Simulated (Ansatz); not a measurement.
**HfSi: a fit and a missing row**

HfSi, Pnma, a = 6.822 Å, b = 3.760 Å, c = 5.202 Å. The structure is a COD entry; whether it is the stable form wasn't checked. Ansatz: PBEsol, PAW, 420 eV, Γ-centred 6×10×8 mesh on 8 atoms, Gaussian smearing 0.10 eV; no spin polarisation. Shape and atoms are relaxed at each volume; pressure is positive in compression.

| V (Å³/atom) | P (GPa) |
| --- | --- |
| 14.675 | 26.39 |
| 15.176 | 18.20 |
| 15.676 | 11.17 |
| 16.176 | 5.15 |
| 16.677 | -0.01 |
| 17.177 | -4.43 |
| 17.677 | ? |
| 18.344 | -12.42 |

Problem. Take V0 = 16.677 Å³/atom, count pressures from its P0 = -0.01 GPa, fit the third-order Birch–Murnaghan form to the other rows, and predict the missing pressure.

Solution. With the Eulerian strain f = ½[(V0/V)^(2/3) − 1] and y = (P − P0)/[3f(1 + 2f)^(5/2)], the form is the line y = B0 + 1.5 B0 (B0′ − 4) f. Rows (f, y): 0.04450, 159.8; 0.03245, 159.8; 0.02106, 159.6; 0.01027, 159.2; -0.00975, 158.7; -0.03077, 157.6. Means f = 0.01129, y = 159.12; Σ(Δf)² = 0.003859, ΣΔfΔy = 0.1143; the slope is their ratio. y = 158.8 + 29.63 f GPa, so B0 = 158.8 GPa and B0′ = 4 + 2 × (29.63)/(3 × 158.8) = 4.12. At V = 17.677, f = -0.01904, y = 158.24 and P = -8.21 GPa. The run gave -8.22 GPa, so the fit is 0.01 GPa too high, within the rms miss on the fitted rows (0.03 GPa).

Spin–orbit coupling is left out, which can shift energies with elements as heavy as these.

HfSi resists compression more strongly than expansion: equal volume steps cost progressively more pressure as the cell shrinks. This is the usual anharmonicity of cohesion, with overlap repulsion and electronic kinetic energy rising steeply while the attraction weakens more gently on stretching. The bulk modulus of 158.8 GPa suggests stiff bonding, probably from Hf 5d–Si 3p hybridisation alongside Hf–Hf d bonding. With B0′ at 4.12, the energy is nearly quadratic in Eulerian strain, which is why so short an expansion works well.

The remaining misfit is nonetheless systematic. The values of y level off at 159.8 GPa under the strongest compression but fall faster in tension, so they lie below the line at both ends and above it in between. This suggests a small higher-order term, or a slight volume-dependent basis-set error in the pressure, and B0′ is therefore partly an average over the chosen range. The recovered row lies between fitted volumes, so it tests interpolation and says little about extrapolation to stronger compression.
